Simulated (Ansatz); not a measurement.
## Quadrupolar parameters in SiO2 at a changed volume

The cell is a computed structure from the Materials Project (it need not be an observed phase), relaxed with PBE at fixed cell and then changed (volume scaled by 0.95).

Space group P2_13 (No. 198); a = 6.9617 Å.

```csv
site,Wyckoff,site symmetry,x,y,z
Si1,4a,.3.,0.9771,0.5229,0.4771
Si5,4a,.3.,0.7142,0.7858,0.2142
O9,12b,1,0.8607,0.3328,0.5326
O17,4a,.3.,0.1542,0.1542,0.1542
```

One atom of each set is listed.

The numbers come from a DFT calculation in Ansatz (PBE, plane waves and PAW (field gradients read without the response of the frozen cores, which leaves them typically 4 to 6 % off), scalar-relativistic, 420 eV cutoff, Γ-centred 3×3×3 k-points, Fermi–Dirac smearing 0.02 eV).

Conventions: |V_zz| ≥ |V_yy| ≥ |V_xx|, η = (V_xx − V_yy)/V_zz, C_Q = eQV_zz/h. ν_Q = 3|C_Q|/[2I(2I − 1)].

17O: I = 5/2, Q = -25.58 mb. Q values from Pyykkö, Mol. Phys. 116, 1328 (2018).

Problem. What field gradients does the calculation give at each kind of site?

Solution. 

```json
{"site": "O9", "atoms": "12", "first shell": "2 Si at 1.60 Å, angle 142°", "C_Q (MHz)": "-5.49", "η": "0.20", "ν_Q (MHz)": "0.823"}
{"site": "O17", "atoms": "4", "first shell": "2 Si at 1.58–1.59 Å, angle 180°", "C_Q (MHz)": "-6.17", "η": "0.00", "ν_Q (MHz)": "0.925"}
```

An axis of threefold or higher order runs through O17, so V_zz lies along it and η is zero. At O9 V_zz runs parallel to the line that joins its two neighbours (within 1°).

Si has no stable isotope with a ground-state quadrupole moment in the table, so these sites are left out.

At this changed cell the PBE pressure is 10 GPa. The atoms aren't relaxed in the changed cell (largest force 0.6 eV/Å).
